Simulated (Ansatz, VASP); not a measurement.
## BaTiO3: programs and potentials compared

```
CELL_PARAMETERS angstrom
4.00600 0.00000 0.00000
0.00000 4.00600 0.00000
0.00000 0.00000 4.00600
ATOMIC_POSITIONS crystal
Ba 0.50000 0.50000 0.50000
Ti 0.00000 0.00000 0.00000
O 0.00000 0.00000 0.50000
O 0.00000 0.50000 0.00000
O 0.50000 0.00000 0.00000
```

Alike in all runs: task single point; functional PBE; k mesh 7 × 7 × 7; occupations fermi-dirac, width 0.05 eV; no spin polarisation; no spin-orbit coupling. Pressure is positive in compression and, in plane waves, holds the error of the finite cutoff, which Ansatz's Pulay term estimates and takes out.

```json
{"program and potentials": "Ansatz, Ansatz PAW (earlier soft set)", "plane-wave cutoff (eV)": "420", "notes": "Pulay term of +0.39 GPa included", "pressure (GPa)": "1.68"}
{"program and potentials": "VASP, PBE PAW files Ba_sv, O, Ti_sv, 520 eV", "plane-wave cutoff (eV)": "520", "notes": "-", "pressure (GPa)": "3.42"}
{"program and potentials": "Ansatz, all-electron LAPW, scalar-relativistic", "plane-wave cutoff (eV)": "-", "notes": "-", "pressure (GPa)": "1.67"}
```

The pressure spans 1.67 (Ansatz, all-electron LAPW, scalar-relativistic) to 3.42 GPa (VASP, PBE PAW files Ba_sv, O, Ti_sv, 520 eV), with all-electron results at 1.67.

Differences between rows come from potentials, basis sets and numerical settings, since the functional is the same but for its coding. Runs on potential files found faulty are left out.
